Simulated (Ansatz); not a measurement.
**Polar NaCl (111) films against thickness**

At which thickness, if any, does a NaCl (111) film lose its gap?

Main program and level: Ansatz 0.2.0; plane-wave DFT, PBEsol, Ansatz PAW.

## 1. The starting structure

The cell holds 2 atoms: 1 Na and 1 Cl. Cell: a = 3.988 Å, b = 3.988 Å, c = 19.628 Å, α = 90.0°, β = 90.0°, γ = 120.0°. It derives from NaCl (rocksalt NaCl). Vacuum lies along c.

## 2. Relaxation, 2 atoms, units 1

The structure is relaxed first, because levels and dipoles at a surface follow the positions of the outer atoms.

input.yaml

```yaml
crystal:
  lattice:
    - [3.98808225, 0.0, 0.0]
    - [-1.99404112, 3.45378054, 0.0]
    - [0.0, 0.0, 19.6281277591]
  atoms:
    - { symbol: Na, position: [0.66666667, 0.33333333, 0.458525648] }
    - { symbol: Cl, position: [0.0, 0.0, 0.541474352] }
kpoints:
  mp_grid: { grid: [12, 12, 1] }
hamiltonian:
  xc: pbesol
scf:
  occupations: { method: fermi_dirac, width: 0.03 }
  convergence: { dr2_threshold: 1.0e-09 }
efield:
  axis: 3
  dipole_correction: true
  ramp_position: 0.97
  ramp_width: 0.06
relax:
  f_tol: 0.01
  max_steps: 100
output:
  write_potential: true
  write_density: true
  volumetric_format: npy
```

Run with:

```bash
$ ansatz run input.yaml --threads 4 --pin off --max-ram 6144MiB --backend cpu --events-out ev --progress --plain --runs-dir out
```

Numbers of over 12 decimals in the logs are rounded to 6 here.

The program printed:

```text
Engine: ansatz 0.2.0, x86_64-unknown-linux-gnu
Pseudopotentials: kind: paw
Pseudopotential: Na, paw, valence charge 9, recommended cutoff 420 eV (normal), Na.paw.azcp
Pseudopotential: Cl, paw, valence charge 7, recommended cutoff 420 eV (normal), Cl.paw.azcp
Functional definition: PBEsol
  exchange = pbesol_x
  correlation = pbesol_c
Crystal: 2 atoms, lattice volume = 270.357 Å³
Basis set: ecut = 420 eV, 5345 PW (Γ), exchange–correlation on 54×54×270 points (8 copies of the dense FFT grid, shifted against one another)
Bands: 12, of which v1, the nominal top of the filled ones, is band 8 counted from 1 (7 counted from 0)
Symmetry: 6 space group operations
Space group: P3m1 (ITA 156), of the structure as read, at distance tolerance 6.5e-5 Å
k-points: 19 of 144 (time reversal used)
Non-local potential: Na, projectors of the file, l = 0: 3, l = 1: 2, l = 2: 1
Non-local potential: Cl, projectors of the file, l = 0: 2, l = 1: 2, l = 2: 2
PAW form: soft (Blöchl's): semilocal exchange-correlation on the pseudo side does not see the compensation charge
PAW frozen core: Na, regenerated for the run's functional, and the local potential with it (the file was generated under x = pbe(κ = 0.804, μ = 0.219515), c = pbe(β = 0.066725))
PAW frozen core: Cl, regenerated for the run's functional, and the local potential with it (the file was generated under x = pbe(κ = 0.804, μ = 0.219515), c = pbe(β = 0.066725))
PAW one-centre angular grid: Na, 110 points (default); XC on 64 Gauss nodes
PAW one-centre angular grid: Cl, 110 points (default); XC on 64 Gauss nodes
Initial density: superposition of atomic densities (neutral atoms: chi_scale 0, normalization atom), corrected by the library's trained network
Initial wavefunctions: pseudopotential atomic-orbital guess
Functional: x = pbesol(κ = 0.804, μ = 0.123457), c = pbesol(β = 0.046)
SCF iter   1: F=—  HF=-2538.532256 eV  |F-HF|=—  |Δ(HF+E_count)|=         —  Δρ=1.54e-3  dr2=1.43e-2  ethr=1.77e-3  p=-0.509 e·Å  D=-3.41e-1 V/Å  ΔV_dip=6.69 eV  dr2_dipole=4.28e-4  V_vac-E_F(+/−)=8.37/1.68 eV  ⟨swp⟩=7.2  Hψ=1572  notcnv=0
efield: sawtooth ramp at fractional position 0.9700 (set: `efield.ramp_position`, or a place that a band, a saddle search or an elastic batch's reference lends), width 0.0600; the density the first Hamiltonian is built on has a dipole p = -0.509 e·Å; the dipole correction subtracts the counter field D = -3.41e-1 V/Å, which shifts the + side's vacuum level by +6.69 eV against the − side's; the planar-averaged density in the ramp window peaks in size at 5.5e-6 e/Å³
preconditioner: auto → none  [insulator: Δε(μ)=0.243 eV  Ē_g=4.590 eV  σ=0.030 eV  W_gap=0.96  n_scr=10 (ndim 8)  ℏωp=5.5 eV  f_vac=0.735  D(μ)=0.05/eV (n_scr^D=0)  ε∞_Penn≈2.5]
SCF iter   2: F=—  HF=-2538.533842 eV  |F-HF|=—  |Δ(HF+E_count)|=   1.59e-3  Δρ=9.88e-4  dr2=1.40e-2  ethr=8.91e-5  p=-0.491 e·Å  D=-3.29e-1 V/Å  ΔV_dip=6.45 eV  dr2_dipole=2.81e-3  V_vac-E_F(+/−)=8.11/1.65 eV  ⟨swp⟩=2.1  Hψ=523  notcnv=0
SCF iter   3: F=—  HF=-2538.533057 eV  |F-HF|=—  |Δ(HF+E_count)|=   7.85e-4  Δρ=7.93e-4  dr2=8.13e-3  ethr=8.73e-5  p=-0.519 e·Å  D=-3.47e-1 V/Å  ΔV_dip=6.82 eV  dr2_dipole=1.48e-3  V_vac-E_F(+/−)=8.21/1.39 eV  ⟨swp⟩=2.1  Hψ=362  notcnv=0
SCF iter   4: F=—  HF=-2538.532452 eV  |F-HF|=—  |Δ(HF+E_count)|=   6.05e-4  Δρ=3.30e-4  dr2=1.19e-3  ethr=5.08e-5  p=-0.512 e·Å  D=-3.43e-1 V/Å  ΔV_dip=6.73 eV  dr2_dipole=1.54e-4  V_vac-E_F(+/−)=8.11/1.39 eV  ⟨swp⟩=2.0  Hψ=301  notcnv=0
SCF iter   5: F=—  HF=-2538.532558 eV  |F-HF|=—  |Δ(HF+E_count)|=   1.06e-4  Δρ=7.58e-5  dr2=5.38e-5  ethr=7.47e-6  p=-0.511 e·Å  D=-3.42e-1 V/Å  ΔV_dip=6.71 eV  dr2_dipole=5.74e-6  V_vac-E_F(+/−)=8.05/1.34 eV  ⟨swp⟩=2.0  Hψ=361  notcnv=0
SCF iter   6: F=—  HF=-2538.532569 eV  |F-HF|=—  |Δ(HF+E_count)|=   1.16e-5  Δρ=1.61e-5  dr2=2.91e-6  ethr=3.36e-7  p=-0.510 e·Å  D=-3.42e-1 V/Å  ΔV_dip=6.71 eV  dr2_dipole=3.74e-7  V_vac-E_F(+/−)=8.04/1.33 eV  ⟨swp⟩=2.2  Hψ=272  notcnv=0
SCF iter   7: F=—  HF=-2538.532569 eV  |F-HF|=—  |Δ(HF+E_count)|=   6.59e-7  Δρ=4.84e-6  dr2=1.54e-7  ethr=1.82e-8  p=-0.510 e·Å  D=-3.42e-1 V/Å  ΔV_dip=6.70 eV  dr2_dipole=8.58e-9  V_vac-E_F(+/−)=8.04/1.33 eV  ⟨swp⟩=2.2  Hψ=268  notcnv=0
SCF iter   8: F=—  HF=-2538.532590 eV  |F-HF|=—  |Δ(HF+E_count)|=   2.09e-5  Δρ=1.02e-6  dr2=3.79e-9  ethr=9.65e-10  p=-0.510 e·Å  D=-3.42e-1 V/Å  ΔV_dip=6.70 eV  dr2_dipole=5.75e-11  V_vac-E_F(+/−)=8.04/1.33 eV  ⟨swp⟩=2.2  Hψ=299  notcnv=0
SCF iter   9: F=-2538.532590 eV  HF=-2538.532590 eV  |F-HF|=7.09e-10  |Δ(HF+E_count)|=   1.71e-8  Δρ=1.65e-7  dr2=1.81e-10  ethr=6.25e-12  p=-0.510 e·Å  D=-3.42e-1 V/Å  ΔV_dip=6.71 eV  dr2_dipole=5.01e-11  V_vac-E_F(+/−)=8.04/1.33 eV  ⟨swp⟩=8.4  Hψ=1183  notcnv=0
SCF 1 converged in 9 iterations: F = -2538.532590 eV  dr2 = 1.81e-10
  greatest PAW one-centre occupation: 0.999 electrons in one spin orbital (limit 2), on the Na atom at site 0 (counted from 0), in its partial waves of l = 0
relax step   1: F+E_penalty+E_count = -2538.53258959 eV  Δ(F+E_penalty+E_count) = +0.000e0 eV  max|allowed force component| = 1.818e0 eV/Å  Δτ_max = 0.0000 Å  (9 SCF iters, accepted)
Initial density: handed on by an earlier stage of this run
Initial wavefunctions: those handed on with the density
iter 1 solved again at ethr=5.37e-4 eV; its pass at ethr=3.10e-3 eV (dr2=8.58e-2 eV) is discarded
SCF iter   1: F=—  HF=-2539.145353 eV  |F-HF|=—  |Δ(HF+E_count)|=         —  Δρ=3.59e-3  dr2=1.05e-1  ethr=5.37e-4  p=-0.510 e·Å  D=-3.42e-1 V/Å  ΔV_dip=6.70 eV  dr2_dipole=1.64e-2  V_vac-E_F(+/−)=7.95/1.25 eV  ⟨swp⟩=1.0  Hψ=1358  notcnv=0
efield: sawtooth ramp at fractional position 0.9700 (set: `efield.ramp_position`, or a place that a band, a saddle search or an elastic batch's reference lends), width 0.0600; the density the first Hamiltonian is built on has a dipole p = -0.510 e·Å; the dipole correction subtracts the counter field D = -3.42e-1 V/Å, which shifts the + side's vacuum level by +6.70 eV against the − side's; the planar-averaged density in the ramp window peaks in size at 3.9e-6 e/Å³
eigensolver tolerance schedule calibrated: the retry pair's looser diagonalisation under-reported the residual by θ = 0.18 (0.24/decade); ethr = c·dr2/N_el runs at the constant in force after the calibration composes with the one it found (an armed cap, an earlier calibration), c = 1.7e-2
preconditioner: auto → none  [insulator: Δε(μ)=1.487 eV  Ē_g=8.356 eV  σ=0.030 eV  W_gap=1.00  n_scr=10 (ndim 8)  ℏωp=6.4 eV  f_vac=0.765  D(μ)=0.00/eV (n_scr^D=0)  ε∞_Penn≈1.6]
[...]
eigensolver tolerance schedule calibrated: the retry pair's looser diagonalisation under-reported the residual by θ = 0.14 (0.20/decade); ethr = c·dr2/N_el runs at the constant in force after the calibration composes with the one it found (an armed cap, an earlier calibration), c = 2.6e-2
preconditioner: auto → none  [insulator: Δε(μ)=3.020 eV  Ē_g=9.540 eV  σ=0.030 eV  W_gap=1.00  n_scr=10 (ndim 8)  ℏωp=6.4 eV  f_vac=0.785  D(μ)=0.00/eV (n_scr^D=0)  ε∞_Penn≈1.4]
SCF iter   2: F=—  HF=-2539.391890 eV  |F-HF|=—  |Δ(HF+E_count)|=   2.37e-2  Δρ=2.33e-3  dr2=3.81e-2  ethr=1.80e-4  p=-0.309 e·Å  D=-2.07e-1 V/Å  ΔV_dip=4.06 eV  dr2_dipole=2.48e-3  V_vac-E_F(+/−)=6.28/2.23 eV  ⟨swp⟩=4.5  Hψ=737  notcnv=0
SCF iter   3: F=—  HF=-2539.381647 eV  |F-HF|=—  |Δ(HF+E_count)|=   1.02e-2  Δρ=6.78e-4  dr2=1.32e-3  ethr=6.07e-5  p=-0.340 e·Å  D=-2.28e-1 V/Å  ΔV_dip=4.47 eV  dr2_dipole=1.68e-4  V_vac-E_F(+/−)=6.56/2.09 eV  ⟨swp⟩=3.4  Hψ=452  notcnv=0
SCF iter   4: F=—  HF=-2539.383121 eV  |F-HF|=—  |Δ(HF+E_count)|=   1.47e-3  Δρ=1.76e-4  dr2=7.72e-5  ethr=2.10e-6  p=-0.326 e·Å  D=-2.18e-1 V/Å  ΔV_dip=4.28 eV  dr2_dipole=9.72e-6  V_vac-E_F(+/−)=6.57/2.29 eV  ⟨swp⟩=3.0  Hψ=513  notcnv=0
SCF iter   5: F=—  HF=-2539.383232 eV  |F-HF|=—  |Δ(HF+E_count)|=   1.11e-4  Δρ=3.26e-5  dr2=3.02e-6  ethr=1.23e-7  p=-0.322 e·Å  D=-2.15e-1 V/Å  ΔV_dip=4.23 eV  dr2_dipole=1.15e-8  V_vac-E_F(+/−)=6.58/2.35 eV  ⟨swp⟩=2.3  Hψ=478  notcnv=0
SCF iter   6: F=—  HF=-2539.383257 eV  |F-HF|=—  |Δ(HF+E_count)|=   2.48e-5  Δρ=5.54e-6  dr2=1.20e-7  ethr=4.81e-9  p=-0.322 e·Å  D=-2.15e-1 V/Å  ΔV_dip=4.22 eV  dr2_dipole=8.24e-9  V_vac-E_F(+/−)=6.58/2.36 eV  ⟨swp⟩=2.0  Hψ=404  notcnv=0
SCF iter   7: F=—  HF=-2539.383257 eV  |F-HF|=—  |Δ(HF+E_count)|=   8.70e-9  Δρ=1.34e-6  dr2=4.75e-9  ethr=1.91e-10  p=-0.322 e·Å  D=-2.15e-1 V/Å  ΔV_dip=4.23 eV  dr2_dipole=3.73e-10  V_vac-E_F(+/−)=6.59/2.36 eV  ⟨swp⟩=2.0  Hψ=380  notcnv=0
SCF iter   8: F=-2539.383257 eV  HF=-2539.383257 eV  |F-HF|=1.63e-10  |Δ(HF+E_count)|=   3.39e-9  Δρ=1.30e-7  dr2=3.64e-11  ethr=1.59e-12  p=-0.322 e·Å  D=-2.15e-1 V/Å  ΔV_dip=4.23 eV  dr2_dipole=3.88e-13  V_vac-E_F(+/−)=6.59/2.36 eV  ⟨swp⟩=7.9  Hψ=1145  notcnv=0
SCF 3 converged in 8 iterations: F = -2539.383257 eV  dr2 = 3.64e-11
relax step   3: F+E_penalty+E_count = -2539.38325658 eV  Δ(F+E_penalty+E_count) = -2.643e-1 eV  max|allowed force component| = 2.569e-1 eV/Å  Δτ_max = 0.1950 Å  (8 SCF iters, accepted)
[...]
relax step   4: F+E_penalty+E_count = -2539.39959162 eV  Δ(F+E_penalty+E_count) = -1.634e-2 eV  max|allowed force component| = 8.561e-2 eV/Å  Δτ_max = 0.0484 Å  (7 SCF iters, accepted)
SCF iter   1: F=—  HF=-2539.402667 eV  |F-HF|=—  |Δ(HF+E_count)|=         —  Δρ=3.41e-4  dr2=2.40e-3  ethr=1.47e-4  p=-0.287 e·Å  D=-1.92e-1 V/Å  ΔV_dip=3.78 eV  dr2_dipole=5.70e-4  V_vac-E_F(+/−)=6.28/2.50 eV  ⟨swp⟩=4.2  Hψ=816  notcnv=0
efield: sawtooth ramp at fractional position 0.9700 (set: `efield.ramp_position`, or a place that a band, a saddle search or an elastic batch's reference lends), width 0.0600; the density the first Hamiltonian is built on has a dipole p = -0.287 e·Å; the dipole correction subtracts the counter field D = -1.92e-1 V/Å, which shifts the + side's vacuum level by +3.78 eV against the − side's; the planar-averaged density in the ramp window peaks in size at 4.0e-6 e/Å³
preconditioner: auto → none  [insulator: Δε(μ)=3.958 eV  Ē_g=10.473 eV  σ=0.030 eV  W_gap=1.00  n_scr=10 (ndim 8)  ℏωp=6.4 eV  f_vac=0.789  D(μ)=0.00/eV (n_scr^D=0)  ε∞_Penn≈1.4]
SCF iter   2: F=—  HF=-2539.402119 eV  |F-HF|=—  |Δ(HF+E_count)|=   5.48e-4  Δρ=3.33e-4  dr2=6.76e-4  ethr=1.50e-5  p=-0.267 e·Å  D=-1.79e-1 V/Å  ΔV_dip=3.50 eV  dr2_dipole=2.81e-5  V_vac-E_F(+/−)=6.14/2.64 eV  ⟨swp⟩=2.2  Hψ=517  notcnv=0
SCF iter   3: F=—  HF=-2539.401953 eV  |F-HF|=—  |Δ(HF+E_count)|=   1.66e-4  Δρ=8.43e-5  dr2=3.02e-5  ethr=4.22e-6  p=-0.270 e·Å  D=-1.81e-1 V/Å  ΔV_dip=3.55 eV  dr2_dipole=6.69e-6  V_vac-E_F(+/−)=6.18/2.63 eV  ⟨swp⟩=2.2  Hψ=354  notcnv=0
SCF iter   4: F=—  HF=-2539.401957 eV  |F-HF|=—  |Δ(HF+E_count)|=   3.57e-6  Δρ=2.42e-5  dr2=1.55e-6  ethr=1.89e-7  p=-0.268 e·Å  D=-1.79e-1 V/Å  ΔV_dip=3.52 eV  dr2_dipole=6.16e-8  V_vac-E_F(+/−)=6.18/2.66 eV  ⟨swp⟩=2.7  Hψ=409  notcnv=0
SCF iter   5: F=—  HF=-2539.401977 eV  |F-HF|=—  |Δ(HF+E_count)|=   2.06e-5  Δρ=5.38e-6  dr2=6.68e-8  ethr=9.66e-9  p=-0.267 e·Å  D=-1.79e-1 V/Å  ΔV_dip=3.51 eV  dr2_dipole=5.77e-10  V_vac-E_F(+/−)=6.18/2.67 eV  ⟨swp⟩=2.0  Hψ=291  notcnv=0
SCF iter   6: F=—  HF=-2539.401977 eV  |F-HF|=—  |Δ(HF+E_count)|=   3.39e-8  Δρ=8.81e-7  dr2=1.65e-9  ethr=4.17e-10  p=-0.267 e·Å  D=-1.79e-1 V/Å  ΔV_dip=3.51 eV  dr2_dipole=1.63e-11  V_vac-E_F(+/−)=6.18/2.67 eV  ⟨swp⟩=2.1  Hψ=291  notcnv=0
SCF iter   7: F=-2539.401977 eV  HF=-2539.401977 eV  |F-HF|=1.09e-11  |Δ(HF+E_count)|=   1.64e-9  Δρ=2.16e-7  dr2=1.09e-10  ethr=6.25e-12  p=-0.267 e·Å  D=-1.79e-1 V/Å  ΔV_dip=3.51 eV  dr2_dipole=5.30e-12  V_vac-E_F(+/−)=6.18/2.67 eV  ⟨swp⟩=7.0  Hψ=1127  notcnv=0
SCF 5 converged in 7 iterations: F = -2539.401977 eV  dr2 = 1.09e-10
relax step   5: F+E_penalty+E_count = -2539.40197748 eV  Δ(F+E_penalty+E_count) = -2.386e-3 eV  max|allowed force component| = 1.188e-3 eV/Å  Δτ_max = 0.0281 Å  (7 SCF iters, accepted)
NSCF: frozen V_eff on 19 k-points
the band table was solved once a step of the walk had ended and its energy, with any forces and stress, was formed, with the checks that follow a solve (2054 applications of the Hamiltonian). They found nothing against the state; the energy, forces and stress were not computed again (output.eigenvalues in the input reference)
SCF converged after 7 iterations
Free energy (F): -2539.401977 eV
Harris-Foulkes:  -2539.401977 eV  (|F-HF|=1.09e-11)
Internal energy: -2539.401977 eV  (E = F + TS)
E sigma→0 (E₀):  -2539.401977 eV
Fermi energy:    -3.196007 eV
Dipole field:    D = -0.178760 V/Å  (p = -0.267083 e·Å, saw-weighted, corrected)
Work function:   Φ+ = 6.1807 eV   Φ− = 2.6720 eV
Levels:          The Fermi level and band energies are counted from a zero that moves with the ramp; work functions are not
--- Per-component energies (eV) ---
  E_band       = -331.663191
  E_kinetic    = 284.356508
  E_local      = -5993.684945  (includes V_loc(G=0)·N_el)
  E_nonlocal   = 145.493745
  E_hartree    = 2720.342786
  E_xc         = -145.429289
  E_vxc        = -172.392215  (∫ρ·V_xc dr)
  E_paw        = -895.282941  (= ΣΔE_a)
  E_vpaw       = -36.045225  (= ΣTr[D̂ρ^β])
  E_aug_tail   = 0.000065  (compensation charges beyond the density's cutoff)
  E_efield     = 0.023872  (sawtooth field / dipole correction)
  E_vefield    = -0.076504  (∫n·V_field dr)
  E_ewald      = 1344.645096
  E_core_change = 0.133126  (= ΣΔE_core)
  E_smearing   = -0.000000  (= −TS)
  E_closure    = -0.000000  (closes the sum)
  Σ components = -2539.401977   (vs F -2539.401977, Δ=0.00e0)
--- Forces (eV/Å), atoms counted from 1 ---
  atom   1  Na    -0.00000000     0.00000000     0.00118696
  atom   2  Cl    -0.00000000     0.00000000    -0.00118968
  max |Σ_I F_I| component: 2.72e-6 eV/Å
--- Band table (eV; the first three rows and the last of 19) ---
  k-point 0: bands = [... 4 lower, -17.4175, -5.8662, -5.2040, -5.2040, -1.2473, 0.0312, 1.2466, 2.3536]
  k-point 1: bands = [... 4 lower, -17.4016, -5.8433, -5.3065, -5.2176, -1.1558, 0.1243, 1.3575, 2.4512]
  k-point 2: bands = [... 4 lower, -17.3578, -5.7872, -5.5579, -5.2543, -0.8940, 0.3951, 1.6676, 2.7200]
  k-point 18: bands = [... 4 lower, -17.1438, -6.0572, -6.0495, -5.4166, 2.2425, 2.3347, 2.9065, 3.9929]
--- Relaxed structure (5 steps of the walk, 5 accepted, 0 SCFs on fresh bases) ---
  F+E_penalty+E_count = -2539.40197748 eV   max|allowed force component| = 1.188e-3 eV/Å
  atoms:
    - { symbol: Na, position: [0.666667, 0.333333, 0.482294] }
    - { symbol: Cl, position: [3.149142620830646e-17, -1.8503716997298787e-17, 0.517706] }
```

Wall time 6 s (4 threads of Intel Xeon Platinum 8488C (Sapphire Rapids), shared host); peak memory 0.51 GiB; 21 s of CPU time.

Step by step:

| step | energy less that of the first step (eV) | largest force component (eV/Å) |
| --- | --- | --- |
| 1 | 0.0000 | 1.8181 |
| 2 | -0.5864 | 1.1191 |
| 3 | -0.8507 | 0.2569 |
| 4 | -0.8670 | 0.0856 |
| 5 | -0.8694 | 0.0012 |

The run keeps the 6 symmetry operations that it works with, so distortions that break them were not tested.

The atoms that moved most (Å):

```
atom     dx     dy      dz  length
 Na1  0.000  0.000   0.467   0.467
 Cl2  0.000  0.000  -0.467   0.467
```

The relaxed structure:

```cif
data_structure
_symmetry_space_group_name_H-M 'P 1'
_symmetry_Int_Tables_number 1
_cell_length_a 3.9881
_cell_length_b 3.9881
_cell_length_c 19.6281
_cell_angle_alpha 90.000
_cell_angle_beta 90.000
_cell_angle_gamma 120.000
_cell_volume 270.36
loop_
_atom_site_label
_atom_site_type_symbol
_atom_site_fract_x
_atom_site_fract_y
_atom_site_fract_z
_atom_site_occupancy
Na1 Na 0.66667 0.33333 0.48229 1
Cl2 Cl 0.00000 0.00000 0.51771 1
```

This step gave:

```
gap on the k-mesh              : 3.957 eV
dipole along the normal        : -0.2671 e·Å
step between the vacuum levels : 3.509 eV
ionisation energy, upper face  : 8.189 eV
electron affinity, upper face  : 4.232 eV
ionisation energy, lower face  : 4.680 eV
```

Running mean over 3.256 Å of the planar mean; the ramp of the sawtooth is left out. The electron's electrostatic potential energy less the Fermi level by z:

z (Å), electron's electrostatic potential energy less the Fermi level (eV) and a bar from the least value:
```
      3.0       2.67 ################
      3.5       2.67 ################
      4.0       2.67 ################
      4.5       2.67 ################
      5.0       2.67 ################
      5.5       2.67 ################
      6.0       2.66 ################
      6.5       2.65 ###############
      7.0       2.58 ###############
      7.5       2.25 ##############
      8.0       1.17 #########
      8.5      -0.20 ####
      9.0      -1.11 
      9.5      -1.12 
     10.0      -0.65 ##
     10.5       0.00 #####
     11.0       1.21 ##########
     11.5       3.10 #################
     12.0       4.83 ########################
     12.5       5.87 #############################
     13.0       6.12 ##############################
     13.5       6.17 ##############################
     14.0       6.18 ##############################
     14.5       6.18 ##############################
     15.0       6.18 ##############################
     15.5       6.18 ##############################
     16.0       6.18 ##############################
     16.5       6.18 ##############################
```

The relaxation took 5 steps and lowered the energy by 0.87 eV; the largest force on the free atoms ends at 0.0012 eV/Å.

The gap is 3.96 eV, with the valence edge 8.19 eV and the conduction edge 4.23 eV under the upper vacuum level.

[end of part 1 of 4]

[Logs are printed without paths, hosts, clocks, repeated set-up lines and the standing remarks that a program may print on its own settings, such as how far it seeks lower states.]

[Hosts, paths, dates, database ids (printed as entryN), source tags and the programs' standing remarks are cut or masked in the printed files.]

[Maps of the electrostatic potential energy from Ansatz leave out the sawtooth potential of an applied field or a dipole correction, so their vacuum need not be flat; planar profiles and work functions include it.]
